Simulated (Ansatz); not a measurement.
Write the native input for Ansatz 0.2.0 that does the following.

```
Task                : single point
Functional          : PBE
Potentials or basis : Ansatz PAW
Cutoff              : 500 eV
Density cutoff      : 2000 eV
k mesh              : 7 × 7 × 5
Occupations         : fermi-dirac, width 0.05 eV
Spin                : no spin polarisation
```

ZrO2:

```
CELL_PARAMETERS angstrom
3.59610 0.00000 0.00000
0.00000 3.59610 0.00000
0.00000 0.00000 5.17700
ATOMIC_POSITIONS crystal
Zr 0.50000 0.50000 0.50000
Zr 0.00000 0.00000 0.00000
O 0.50000 0.00000 0.79700
O 0.50000 0.00000 0.29700
O 0.00000 0.50000 0.70300
O 0.00000 0.50000 0.20300
```

The input as run:

input.yaml

```yaml
crystal:
  lattice:
    - [3.5961, 0.0, 0.0]
    - [0.0, 3.5961, 0.0]
    - [0.0, 0.0, 5.177]
  atoms:
    - { symbol: Zr, position: [0.5, 0.5, 0.5] }
    - { symbol: Zr, position: [0.0, 0.0, 0.0] }
    - { symbol: O, position: [0.5, 0.0, 0.797] }
    - { symbol: O, position: [0.5, 0.0, 0.297] }
    - { symbol: O, position: [0.0, 0.5, 0.703] }
    - { symbol: O, position: [0.0, 0.5, 0.203] }
hamiltonian:
  xc: pbe
  pseudopotentials: { kind: paw }
kpoints:
  mp_grid: { grid: [7, 7, 5] }
scf:
  occupations: { method: fermi_dirac, width: 0.05 }
basis:
  ecutwfc: "500 eV"
output:
  forces: true
  stress: true
  eigenvalues: true
```

Potentials or basis: Ansatz PAW.

Run with:

```console
$ ansatz run input.yaml --threads 2 --pin off --max-ram 5120MiB --backend cpu --events-out ev --progress --plain --runs-dir out
```

It gave:

The pressure is 5.3 GPa, the largest force is 0.043 eV/Å and the band gap on the k mesh is 4.02 eV, indirect (least direct gap 4.13 eV).

Caveat: odd divisions of the mesh miss points on the zone boundary, where band edges often lie, so the gap on the mesh can be too wide.

Run time: 2.1 s on 2 threads of AMD EPYC 7R43 64-Core Processor (Zen 3), on a shared host, peak memory 0.44 GiB.
